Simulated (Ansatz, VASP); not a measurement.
## K2HBr in VASP and in Ansatz

```
K H Br
1.0
     4.31464    0.00000    0.00000
    -2.15732    3.73659    0.00000
     0.00000    0.00000    7.71645
K H Br
2 1 1
Direct
  0.66667 0.33333 0.27512
  0.66667 0.33333 0.72488
  0.33333 0.66667 0.50000
  0.00000 0.00000 0.00000
```

Alike in both runs: functional PBE; k mesh 6 × 6 × 4; occupations gaussian, width 0.02 eV; no spin polarisation.

Ansatz relaxed the structure, and its values are those at the end. VASP's run is a single point on that final structure, the one shown.

|  | VASP | Ansatz |
| --- | --- | --- |
| version | VASP 6.6.1 | Ansatz 0.2.0 |
| potentials or method | VASP PAW PBE potentials, release 64 (K_sv, H, Br) | scalar-relativistic, plane waves, PAW |
| plane-wave cutoff (eV) | 520 | 420 |
| valence electrons in the cell | 26 | 26 |

```csv
,VASP,Ansatz,Ansatz less VASP
gap on the k mesh at the Fermi level (eV),3.32,3.32,+0.002
least direct gap on the mesh (eV),3.84,3.84,+0.001
pressure (GPa),0.0,0.0,-0.01
```

A k mesh can miss the band edges. Expect the measured gap to be larger: semilocal functionals such as PBE lack the derivative discontinuity.
